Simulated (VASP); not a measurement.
# MgB2: equation of state with PBE+D3(BJ)

MgB2:

```
Mg B
1.0
     3.05452    0.00000    0.00000
    -1.52726    2.64529    0.00000
     0.00000    0.00000    3.44035
Mg B
1 2
Direct
  0.00000 0.00000 0.00000
  0.66667 0.33333 0.50000
  0.33333 0.66667 0.50000
```

```
Program                : VASP 6.6.1
Task                   : equation of state
Functional             : PBE
Dispersion             : D3(BJ)
Potentials or basis    : VASP PAW PBE potentials, release 64 (Mg, B)
Cutoff                 : 520 eV
k mesh                 : 8 × 8 × 8
Occupations            : fermi-dirac, width 0.05 eV
Spin                   : no spin polarisation
Ladder                 : gaps
Further INCAR settings : ALGO = Normal; EDIFF = 1e-06
```

```yaml
Equilibrium_volume: 9.27 Å³/atom
Bulk_modulus_at_fixed_shape_and_positions: 163 GPa
Pressure_derivative_of_the_bulk_modulus: "3.6 (rough: it moves with the points fitted)"
```

Energy against volume, from the lowest point:
| volume (Å³/atom) | energy (meV/atom) |
| --- | --- |
| 8.895 | 8.27 |
| 9.081 | 2.07 |
| 9.266 | 0.00 |
| 9.451 | 1.71 |
| 9.637 | 6.85 |

All runs of the series together: 40 s on 1 thread of Intel(R) Xeon(R) Platinum 8488C (Sapphire Rapids), with other jobs on the host.

Caveat: the cell was scaled at fixed shape and fractional positions, which overstates the stiffness of a crystal with free parameters, most of all of layers and chains.
